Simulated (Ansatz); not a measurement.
BP: bulk modulus by level of theory

It takes space group F-43m (No. 216, cubic). Conventional cell: a = 4.538 Å, b = 4.538 Å, c = 4.538 Å, α = 90.00°, β = 90.00°, γ = 90.00°. Around P (site symmetry -43m) lie 4 B at 1.97 Å. B (site symmetry -43m) is surrounded by 4 P at 1.97 Å.

```tsv
rung	level	program and potentials	cutoff (eV)	k mesh	smearing	core time	chip	bulk modulus (GPa)	miss	notes
GGA	PBE	Ansatz, Ansatz PAW, small cores where the set has them	420	10 × 10 × 10	fermi-dirac 0.05	7.5 s	Arm Neoverse V2	161.9	-7.0 %	-
GGA	revPBE	Ansatz, Ansatz PAW	420	10 × 10 × 10	fermi-dirac 0.05	11 s	Arm Neoverse V1	156.9	-9.8 %	potentials made for PBE, which Ansatz adapts in part
GGA	BLYP	Ansatz, Ansatz PAW	420	10 × 10 × 10	fermi-dirac 0.05	13 s	Intel Xeon	148.3	-14.8 %	potentials made for PBE, which Ansatz adapts in part
GGA	PBE	Ansatz, JTH PAW	840	10 × 10 × 10	fermi-dirac 0.05	21 s	Intel Xeon	(a)	?	-
meta-GGA + dispersion	r2SCAN+D4	Ansatz, Ansatz PAW	500	10 × 10 × 10	fermi-dirac 0.05	22 s	Arm Neoverse V1	172.3	-1.0 %	potentials made for PBE, which Ansatz adapts in part
LDA	LDA	Ansatz, JTH PAW LDA	870	10 × 10 × 10	fermi-dirac 0.05	30 s	Arm Neoverse V1	176.0	+1.1 %	-
hybrid	revPBE0	Ansatz, Ansatz PAW	420	5 × 5 × 5	fermi-dirac 0.05	43 s	Arm Neoverse V2	171.0	-1.7 %	coarse mesh; potentials made for PBE, which Ansatz adapts in part
hybrid	r2SCAN0	Ansatz, Ansatz PAW	500	5 × 5 × 5	fermi-dirac 0.05	49 s	AMD EPYC 9R45 Zen 5	178.1	+2.4 %	coarse mesh; potentials made for PBE, which Ansatz adapts in part
hybrid	BHLYP	Ansatz, Ansatz PAW	420	5 × 5 × 5	fermi-dirac 0.05	50 s	INTEL XEON PLATINUM 8581C Emerald Rapids	175.8	+1.0 %	coarse mesh; potentials made for PBE, which Ansatz adapts in part
Hartree-Fock	HF	Ansatz, Ansatz PAW	420	5 × 5 × 5	fermi-dirac 0.05	60 s	Arm Neoverse V2	175.4	+0.8 %	coarse mesh; potentials made for PBE, which Ansatz adapts in part
hybrid	CAM-B3LYP	Ansatz, Ansatz PAW	420	5 × 5 × 5	fermi-dirac 0.05	62 s	Arm Neoverse V2	174.0	+0.0 %	coarse mesh; potentials made for PBE, which Ansatz adapts in part
hybrid	HSE03	Ansatz, Ansatz PAW	420	5 × 5 × 5	fermi-dirac 0.05	2.3 min	AMD EPYC Zen 3	172.9	-0.6 %	coarse mesh; potentials made for PBE, which Ansatz adapts in part
hybrid	r2SCAN-EpsX	Ansatz, Ansatz PAW	500	5 × 5 × 5	fermi-dirac 0.05	2.7 min	AMD EPYC 7B13 Zen 3	172.6	-0.8 %	coarse mesh; potentials made for PBE, which Ansatz adapts in part; exact-exchange share 1/ε∞
```

Times are single runs on shared hosts and different chips, so they are rough; meshes, cutoffs and the tasks' sizes weigh on the time. Task: equation of state. All rows: no spin polarisation. Smearing widths are in eV. The cell comes from a database and isn't always the measured one. Meshes differ between rows, which moves values too. Meshes are those of the run's cell of 2 atoms unless a note names another. Misses use the values as printed. Runs on faulty files, with rough fits or with known faults for this quantity aren't shown. No row holds spin-orbit coupling.

Measured: 174 GPa at 300 K (arxiv:1901.06272). The runs are for a static lattice.

Estimate the value left out from the other rows.

(a) 162.1 GPa, miss -6.8 %.
